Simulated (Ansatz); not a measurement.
The cell is COD entry 9008725, as deposited and not checked against the literature; nothing was relaxed. The listed cell was then made from it by scaling, straining or moving an atom.

SnSe: DFT, PBEsol, PAW with Ansatz's default frozen-core files, scalar-relativistic (Ansatz 0.2.0). What sets it apart from a plain run of this crystal: volume scaled by 1.06.

Command: `ansatz run input.yaml --threads 1 --pin off --max-ram 3072MiB --backend cpu --events-out ev --progress --plain --runs-dir out` The run took 3.6 s on 1 thread of Arm Neoverse V2, on a shared host, peak memory 0.38 GiB.

```yaml
crystal:
  lattice:
    - [0.0, 3.0690345955, 3.0690345955]
    - [3.0690345955, 0.0, 3.0690345955]
    - [3.0690345955, 3.0690345955, 0.0]
  atoms:
    - { symbol: Sn, position: [0.0, 0.0, 0.0] }
    - { symbol: Se, position: [0.5, 0.5, 0.5] }
kpoints:
  mp_grid: { grid: [7, 7, 7] }
scf:
  occupations: { method: fermi_dirac, width: 0.01 }
hamiltonian:
  xc: pbesol
  pseudopotentials: { kind: paw }
output:
  forces: true
  stress: true
  eigenvalues: true
  efg: { contact_densities: true }
  write_density: true
  write_potential: true
  elf: true
  volumetric_format: npy
```

Output (standing set-up lines are left out):

```
Crystal: 2 atoms, lattice volume = 57.814 Å³
Basis set: ecut = 420 eV, 1139 PW (Γ), exchange–correlation on 60×60×60 points (8 copies of the dense FFT grid, shifted against one another)
Space group: Fm-3m (ITA 225), of the structure as read, at distance tolerance 3.9e-5 Å
SCF iter   1: F=—  HF=-11374.789179 eV  |F-HF|=—  |Δ(HF+E_count)|=         —  Δρ=2.54e-3  dr2=6.02e-3  ethr=1.77e-3  ⟨swp⟩=6.0  Hψ=1850  notcnv=0
preconditioner: auto → none  [insulator: Δε(μ)=0.806 eV  Ē_g=17.095 eV  σ=0.010 eV  W_gap=1.00  n_scr=14 (ndim 8)  ℏωp=21.8 eV  f_vac=0.021  D(μ)=0.00/eV (n_scr^D=0)  ε∞_Penn≈2.6]
SCF iter   2: F=—  HF=-11374.785963 eV  |F-HF|=—  |Δ(HF+E_count)|=   3.22e-3  Δρ=1.10e-3  dr2=8.59e-4  ethr=2.01e-5  ⟨swp⟩=2.4  Hψ=730  notcnv=0
SCF iter   3: F=—  HF=-11374.785696 eV  |F-HF|=—  |Δ(HF+E_count)|=   2.67e-4  Δρ=3.26e-4  dr2=6.24e-5  ethr=2.86e-6  ⟨swp⟩=2.9  Hψ=737  notcnv=0
SCF iter   4: F=—  HF=-11374.785700 eV  |F-HF|=—  |Δ(HF+E_count)|=   3.21e-6  Δρ=1.30e-4  dr2=6.04e-6  ethr=2.08e-7  ⟨swp⟩=2.8  Hψ=681  notcnv=0
SCF iter   5: F=—  HF=-11374.785704 eV  |F-HF|=—  |Δ(HF+E_count)|=   4.17e-6  Δρ=2.49e-5  dr2=3.04e-7  ethr=2.01e-8  ⟨swp⟩=3.0  Hψ=690  notcnv=0
SCF iter   6: F=-11374.785703 eV  HF=-11374.785704 eV  |F-HF|=4.60e-8  |Δ(HF+E_count)|=   2.54e-7  Δρ=7.08e-6  dr2=2.66e-8  ethr=3.33e-10  ⟨swp⟩=9.0  Hψ=2770  notcnv=0
SCF 1 converged in 6 iterations: F = -11374.785703 eV  dr2 = 2.66e-8
  greatest PAW one-centre occupation: 1.000 electrons in one spin orbital (limit 2), on the Se atom at site 1 (counted from 0), in its partial waves of l = 2
SCF converged after 6 iterations
Free energy (F): -11374.785703 eV
Harris-Foulkes:  -11374.785704 eV  (|F-HF|=4.60e-8)
Internal energy: -11374.785703 eV  (E = F + TS)
E sigma→0 (E₀):  -11374.785703 eV
Fermi energy:    8.309261 eV
--- Per-component energies (eV) ---
  E_band       = -502.116563
  E_kinetic    = 301.699383
  E_local      = -3423.106151  (includes V_loc(G=0)·N_el)
  E_nonlocal   = -623.692767
  E_hartree    = 1784.109379
  E_xc         = -482.408531
  E_vxc        = -194.331888  (∫ρ·V_xc dr)
  E_paw        = -5929.200393  (= ΣΔE_a)
  E_vpaw       = -130.914094  (= ΣTr[D̂ρ^β])
  E_aug_tail   = -0.000633  (compensation charges beyond the density's cutoff)
  E_ewald      = -3003.479281
  E_core_change = 1.293290  (= ΣΔE_core)
  E_smearing   = -0.000000  (= −TS)
  E_closure    = -0.000000  (closes the sum)
  Σ components = -11374.785703   (vs F -11374.785703, Δ=0.00e0)
--- Forces (eV/Å), atoms counted from 1 ---
  atom   1  Sn    -0.00000000     0.00000000     0.00000000
  atom   2  Se     0.00000000     0.00000000     0.00000000
  max |Σ_I F_I| component: 1.48e-30 eV/Å
--- Stress (GPa, compression-positive) ---
       -4.326003      -0.000000       0.000000
       -0.000000      -4.326003       0.000000
        0.000000       0.000000      -4.326003
  P = ⅓ Tr σ = -4.3260 GPa (-43.260 kbar)
--- PAW observables at the nuclei: V_zz in 10²¹ V/m², potentials from the cell's mean, atoms counted from 1 ---
  atom   1  Sn V_zz =    -0.000000   η = 0.0000   by run symmetry: forbidden
            electrostatic potential = -8170.264061 V   contact ρ = 1234701.084128 e/Å³
  atom   2  Se V_zz =    -0.000000   η = 0.0000   by run symmetry: forbidden
            electrostatic potential = -4710.413466 V   contact ρ = 262406.423857 e/Å³
--- Band table (eV; the first three rows and the last of 20) ---
  k-point 0: bands = ["-39.4740", "-39.4740", "-39.4726", "-39.4726", "-39.4726", "-13.4258", "-13.4258", "-13.4258", "-13.4232", "-13.4232", "-5.3916", "2.8216", "6.0911", "6.0911", "6.0911", "12.1787", "12.1787", "12.1787", "13.9813"]
  k-point 1: bands = ["-39.4740", "-39.4740", "-39.4726", "-39.4726", "-39.4726", "-13.4254", "-13.4254", "-13.4254", "-13.4229", "-13.4229", "-5.2650", "2.2470", "6.1161", "6.1161", "6.5285", "11.1782", "11.3811", "11.3811", "13.9111"]
  k-point 2: bands = ["-39.4740", "-39.4740", "-39.4726", "-39.4726", "-39.4726", "-13.4275", "-13.4275", "-13.4245", "-13.4189", "-13.4189", "-4.9420", "1.1941", "6.1996", "6.1996", "7.2452", "9.7730", "10.2014", "10.2014", "14.3628"]
  k-point 19: bands = ["-39.4740", "-39.4740", "-39.4726", "-39.4726", "-39.4725", "-13.4370", "-13.4235", "-13.4219", "-13.4194", "-13.4127", "-4.3420", "1.1985", "3.6115", "4.2920", "7.0073", "9.7432", "12.2241", "12.8549", "14.3811"]
```
